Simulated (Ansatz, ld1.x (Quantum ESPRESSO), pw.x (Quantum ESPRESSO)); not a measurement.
pw.x on fcc Cd: one setting changed

Potential: norm-conserving Troullier–Martins (Kleinman–Bylander form), ld1.x (Quantum ESPRESSO) 7.5, PBE; core [Kr], reference 4d10 5s2 5p0; waves: 5s (bound): rc 1.70 bohr; 5p (bound, empty): rc 3.60 bohr; 4d (bound): rc 1.48 bohr; local part: all-electron potential smoothed inside 2.60 bohr (lloc = -1); core correction: none.

The reference run (k-mesh 13³, cutoffs 145/580 Ry, Fermi–Dirac 0.01 Ry, mixing_beta 0.4, conv_thr 1e-9, no spin) gives 0.40 GPa at 22.908 Å³/atom, where all-electron LAPW gives -0.07 GPa. This run, with its own iteration cap, changes k-mesh points per axis to 3.

```
&control
  calculation='scf', prefix='x', pseudo_dir='./', outdir='./tmp', tstress=.true., disk_io='none'
/
&system
  ibrav=0, nat=1, ntyp=1, ecutwfc=145, ecutrho=580, nbnd=14,
  occupations='smearing', smearing='fd', degauss=0.01
/
&electrons
  conv_thr=1e-09, mixing_beta=0.4, electron_maxstep=60
/
ATOMIC_SPECIES
Cd 1.0 Cd.UPF
CELL_PARAMETERS angstrom
  0.00000000 2.25416512 2.25416512
  2.25416512 0.00000000 2.25416512
  2.25416512 2.25416512 0.00000000
ATOMIC_POSITIONS crystal
Cd 0.0000 0.0000 0.0000
K_POINTS automatic
3 3 3 0 0 0
```

```bash
pw.x < Cd.scf.in > Cd.scf.out
```

How does the run end?

It converges in 7 iterations; the free energy moves by +154.5 meV/atom and the pressure by +2.41 GPa.

```
Message from routine setup:
     using ibrav=0 with symmetry is DISCOURAGED, use correct ibrav instead
     lattice parameter (alat)  =       6.0242  a.u.
     unit-cell volume          =     154.5908 (a.u.)^3
     number of electrons       =        12.00
     number of Kohn-Sham states=           14
     kinetic-energy cutoff     =     145.0000  Ry
     charge density cutoff     =     580.0000  Ry
     scf convergence threshold =      1.0E-09
     Exchange-correlation= PBE
     number of k points=     4  Fermi-Dirac smearing, width (Ry)=  0.0100
     iteration #  1     ecut=   145.00 Ry     beta= 0.40
     total energy              =     -92.63998354 Ry
     estimated scf accuracy    <       0.01183516 Ry
     iteration #  2     ecut=   145.00 Ry     beta= 0.40
     total energy              =     -92.64157670 Ry
     estimated scf accuracy    <       0.00082945 Ry
     iteration #  3     ecut=   145.00 Ry     beta= 0.40
     total energy              =     -92.64170116 Ry
     estimated scf accuracy    <       0.00017354 Ry
     iteration #  4     ecut=   145.00 Ry     beta= 0.40
     total energy              =     -92.64170873 Ry
     estimated scf accuracy    <       0.00000041 Ry
     iteration #  5     ecut=   145.00 Ry     beta= 0.40
     total energy              =     -92.64170893 Ry
     estimated scf accuracy    <       0.00000016 Ry
     iteration #  6     ecut=   145.00 Ry     beta= 0.40
     total energy              =     -92.64170897 Ry
     estimated scf accuracy    <       0.00000002 Ry
     iteration #  7     ecut=   145.00 Ry     beta= 0.40
     the Fermi energy is    11.3579 ev
!    total energy              =     -92.64170897 Ry
     estimated scf accuracy    <          3.5E-10 Ry
     smearing contrib. (-TS)   =      -0.00001713 Ry
     The total energy is F=E-TS. E is the sum of the following terms:
     one-electron contribution =     -23.48461206 Ry
     hartree contribution      =      21.64427555 Ry
     xc contribution           =     -13.30626669 Ry
     ewald contribution        =     -77.49508864 Ry
     convergence has been achieved in   7 iterations
          total   stress  (Ry/bohr**3)                   (kbar)     P=       28.15
     Message from routine punch:
     Nothing written, as per user request (disk_io='none')
```

The run took about 3.7 s on one core of a shared host (Neoverse-V1, 32 threads, 247 GiB, load 13).
